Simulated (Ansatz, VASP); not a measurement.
One calculation of Zr, two programs

```
CELL_PARAMETERS angstrom
5.03011 0.00000 0.00000
-2.51505 4.35620 0.00000
0.00000 0.00000 3.16705
ATOMIC_POSITIONS crystal
Zr 0.00000 0.00000 0.00000
Zr 0.33333 0.66667 0.50000
Zr 0.66667 0.33333 0.50000
```

Alike in both runs: functional r2SCAN; k mesh 6 × 6 × 6; occupations gaussian, width 0.1 eV; no spin polarisation.

Ansatz relaxed the structure, and its values are those at the end. VASP's run is a single point on that final structure, the one shown.

|  | VASP | Ansatz |
| --- | --- | --- |
| version | VASP 6.6.1 | Ansatz 0.2.0 |
| potentials or method | VASP PAW PBE potentials, release 64 (Zr_sv) | scalar-relativistic, plane waves, PAW |
| plane-wave cutoff (eV) | 520 | 500 |
| valence electrons in the cell | 36 | 36 |

|  | VASP | Ansatz | Ansatz less VASP |
| --- | --- | --- | --- |
| gap on the k mesh at the Fermi level (eV) | none | none | - |
| pressure (GPa) | -0.1 | -0.1 | -0.01 |

A gap of «none» marks a metal or a gap that the smearing closes.

Caveats: the PAW data sets were made with another functional, which shifts forces and pressure a little (VASP).
